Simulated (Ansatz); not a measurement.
Computed properties of Zr

```
Zr
1.0
     0.00000    2.25500    2.25500
     2.25500    0.00000    2.25500
     2.25500    2.25500    0.00000
Zr
1
Direct
  0.00000 0.00000 0.00000
```

The cell is COD entry 1534901, as deposited and not checked against the literature; nothing was relaxed.

Computed with DFT, PBE, all-electron LAPW, scalar-relativistic in Ansatz 0.2.0.

Settings: a Γ-centred 13×13×13 k mesh, Fermi–Dirac smearing of 0.05 eV, basis error target 0.5 meV/atom, no spin polarisation.

```yaml
Band_gap: "none: bands cross the Fermi level, a metal"
Volume_per_atom: 154.8 bohr³
```

Problem. Pressure at this cell: what does the calculation give?

Solution. 1.19 GPa.

Problem. Give the computed value. Density of states at the Fermi level (0.2 eV bin).

Solution. 1.60 states/eV per cell.
